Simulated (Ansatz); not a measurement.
# A series in volume per atom on Cu

All results are calculated (Ansatz 0.2.0 development build). Equation of state of a cubic crystal from periodic Kohn-Sham density functional theory without spin; pressure corrected for the finite basis.

Cell of the first row (space group Pm-3m, No. 221):
```
CELL_PARAMETERS angstrom
2.35790 0.00000 0.00000
0.00000 2.35790 0.00000
0.00000 0.00000 2.35790
ATOMIC_POSITIONS crystal
Cu 0.00000 0.00000 0.00000
```

Settings of every row: formula Cu; structure type simple cubic; functional PBE; spin treatment none; k mesh 45x45x45; occupation method fermi-dirac; occupation width 0.061225619 eV; wave cutoff 420 eV; datasets soft-1 PAW; density cutoff ratio 4.

Limits: a cubic model structure, not a phase known at ambient conditions.

```
row  volume per atom (Å³)  energy above lowest point (meV/atom)  pressure (GPa)
  1                13.109                                 17.34           7.231
  2                13.388                                   7.2           4.468
  3                13.667                                     ?               ?
  4                13.946                                     0          -0.152
  5                14.225                                  1.98          -2.079
  6                14.503                                  7.11          -3.785
  7                14.782                                 15.04          -5.293
```

Question: what energy above lowest point and pressure should row 3 give?

Worked fit of energy above lowest point. Take u = (V_r/V)^(2/3) − 1 with V_r = 14.085 Å³ an atom, which is twice the finite (Eulerian) strain; such expansions in the strain, on which the Birch-Murnaghan equation of state is built, carry the rest volume and the bulk modulus. The shown rows have u = 0.04904, 0.03441, 0.00663, -0.00657, -0.01931, -0.03169. Least squares give energy above lowest point = 0.57 − 150.72 × u + 9809 × u² + 4857 × u³ meV/atom; a parabola predicts inner rows, each left out in turn, worse (root mean square 0.097 against 0.011 meV/atom). The rows lie off it by 0.00, 0.00, 0.00, 0.00, 0.01, 0.00. Its lowest point lies at u = 0.0076, or V = 13.93 Å³ an atom, and the curvature there gives the bulk modulus at fixed shape and fractions, B = (4/9)(1 + u)² E″(u)/V = 103 GPa. The withheld row has u = 0.02029, so the fit gives 0.57 − 150.72 × (0.02029) + 9809 × (0.02029)² + 4857 × (0.02029)³ = 1.59 meV/atom.

The calculation gave 1.59 meV/atom. The fit meets it to the printed digit.

Worked fit of pressure. Take u = (V_r/V)^(2/3) − 1 with V_r = 14.085 Å³ an atom, which is twice the finite (Eulerian) strain; such expansions in the strain, on which the Birch-Murnaghan equation of state is built, carry the rest volume and the bulk modulus. The shown rows have u = 0.04904, 0.03441, 0.00663, -0.00657, -0.01931, -0.03169. Least squares give pressure = −1.1422 + 145.89 × u + 483.92 × u² + 460.2 × u³ GPa; a parabola predicts inner rows, each left out in turn, worse (root mean square 0.0099 against 0.0045 GPa). The rows lie off it by 0.001, -0.002, 0.002, 0.001, -0.003, 0.001. The pressure vanishes at u = 0.0076, or V = 13.93 Å³ an atom, and there the bulk modulus at fixed shape and fractions is B = −V dP/dV = (2/3)(1 + u) dP/du = 103 GPa. The withheld row has u = 0.02029, so the fit gives −1.1422 + 145.89 × (0.02029) + 483.92 × (0.02029)² + 460.2 × (0.02029)³ = 2.021 GPa.

The calculation gave 2.018 GPa. The fit lies 0.003 GPa (0.024 % of the column's range) above it; its largest miss of a shown row is 0.003 GPa.
